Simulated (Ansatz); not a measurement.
# LiNbO3: the cost of one run

Computed with Ansatz 0.2.0 (DFT r2SCAN, scalar-relativistic, plane waves, PAW).

## (1) The starting structure

The structure is trigonal, space group R3c (No. 161). Conventional cell: a = 5.190 Å, b = 5.190 Å, c = 14.015 Å, α = 90.00°, β = 90.00°, γ = 120.00°. Around Li (site symmetry 3) lie 6 O at 2.08 to 2.27 Å. Around Nb (site symmetry 3) lie 6 O at 1.88 to 2.16 Å. O (site symmetry 1) has 2 Nb at 1.88 to 2.16 Å and 2 Li at 2.08 to 2.27 Å in its first shell of neighbours.

Structure file:

```cif
data_structure
_symmetry_space_group_name_H-M 'P 1'
_symmetry_Int_Tables_number 1
_cell_length_a 5.1898
_cell_length_b 5.5500
_cell_length_c 8.9890
_cell_angle_alpha 74.338
_cell_angle_beta 89.999
_cell_angle_gamma 62.126
_cell_volume 217.94
loop_
_atom_site_label
_atom_site_type_symbol
_atom_site_fract_x
_atom_site_fract_y
_atom_site_fract_z
_atom_site_occupancy
Li1 Li 0.43977 0.12048 0.14658 1
Li2 Li 0.93975 0.12050 0.64658 1
Li3 Li 0.18976 0.62049 0.39659 1
Li4 Li 0.68976 0.62049 0.89659 1
Nb1 Nb 0.01793 0.96417 0.00598 1
Nb2 Nb 0.51793 0.96416 0.50598 1
Nb3 Nb 0.76793 0.46417 0.25597 1
Nb4 Nb 0.26793 0.46417 0.75597 1
O1 O 0.73585 0.77580 0.36631 1
O2 O 0.79362 0.77583 0.06102 1
O3 O 0.30680 0.77582 0.18477 1
O4 O 0.18056 0.27580 0.31101 1
O5 O 0.66738 0.27581 0.43477 1
O6 O 0.23584 0.77581 0.86630 1
O7 O 0.73834 0.27582 0.11630 1
O8 O 0.29362 0.77582 0.56102 1
O9 O 0.80680 0.77581 0.68477 1
O10 O 0.68055 0.27581 0.81102 1
O11 O 0.16737 0.27581 0.93476 1
O12 O 0.23834 0.27583 0.61630 1
```

It goes back to an entry of the Materials Project, which need not be the stable form.

This cell was relaxed beforehand with the same method: volume 10.90 Å³/atom, gap on the mesh 3.55 eV.

## (2) Level of theory: r2SCAN

input.yaml

```yaml
crystal:
  lattice:
    - [5.1897836198, 0.0001536283, -0.0008511824]
    - [2.5946530485, 4.9060895339, 0.0063567212]
    - [0.0015140967, 2.7331867943, 8.5633758718]
  atoms:
    - { symbol: Li, position: [0.4397687681, 0.1204775801, 0.1465765127] }
    - { symbol: Li, position: [0.9397546794, 0.120501124, 0.6465840023] }
    - { symbol: Li, position: [0.1897606714, 0.6204912202, 0.3965928014] }
    - { symbol: Li, position: [0.6897611011, 0.6204930176, 0.8965890758] }
    - { symbol: Nb, position: [0.0179307406, 0.9641707447, 0.0059758505] }
    - { symbol: Nb, position: [0.5179296278, 0.9641645029, 0.5059761868] }
    - { symbol: Nb, position: [0.7679326505, 0.4641652756, 0.2559710003] }
    - { symbol: Nb, position: [0.2679271013, 0.4641691013, 0.7559656156] }
    - { symbol: O, position: [0.7358451094, 0.7757999334, 0.3663098968] }
    - { symbol: O, position: [0.7936154168, 0.7758257783, 0.0610244971] }
    - { symbol: O, position: [0.3068024852, 0.7758150785, 0.1847689867] }
    - { symbol: O, position: [0.1805582385, 0.2758041835, 0.3110145838] }
    - { symbol: O, position: [0.6673751253, 0.275810828, 0.4347679931] }
    - { symbol: O, position: [0.2358353699, 0.7758128818, 0.8663048891] }
    - { symbol: O, position: [0.738338018, 0.2758190752, 0.1163026973] }
    - { symbol: O, position: [0.2936166683, 0.7758221642, 0.561023607] }
    - { symbol: O, position: [0.8067955749, 0.7758099526, 0.6847728401] }
    - { symbol: O, position: [0.6805519795, 0.2758065299, 0.8110182633] }
    - { symbol: O, position: [0.1673652612, 0.2758149464, 0.9347647321] }
    - { symbol: O, position: [0.2383379328, 0.2758261019, 0.6162959481] }
basis:
  ecutwfc: 500
kpoints:
  mp_grid: { grid: [6, 6, 4] }
  band_path:
    path:
      - [[0.0, 0.0, 0.0], [0.0, 0.5, 0.0], [0.2647657, 0.49998834, -0.79431805]]
      - [[0.47044846, 0.2352104, -1.00000121], [-9.42e-06, -7.74e-06, -1.00000519], [0.0, 0.0, 0.0], [0.36760514, -1.619e-05, -1.10284452]]
      - [[0.36760708, 0.36759937, -0.89715963], [0.49999741, 0.49998571, -0.49999836], [0.0, 0.0, 0.0]]
    npoints: 10
hamiltonian:
  xc: r2scan
scf:
  occupations: { method: gaussian, width: 0.02 }
  n_extra_bands: 50
output:
  forces: true
  stress: true
  eigenvalues: true
  populations: true
  dos: { projected: true, de: 0.02, nscf_kmesh: { grid: [9, 9, 6] } }
  bader: false
  write_density: true
  write_potential: true
  elf: true
  volumetric_format: npy
```

Command:

```bash
ansatz run input.yaml --threads 4 --pin off --max-ram 10240MiB --backend cpu --events-out ev --progress --plain --runs-dir out
```

**Question.** How long does this run take on 4 threads of Intel Xeon at 2.70GHz, shared host, and how much memory does it need?

About 7.3 min, with a peak of 4.9 GiB.
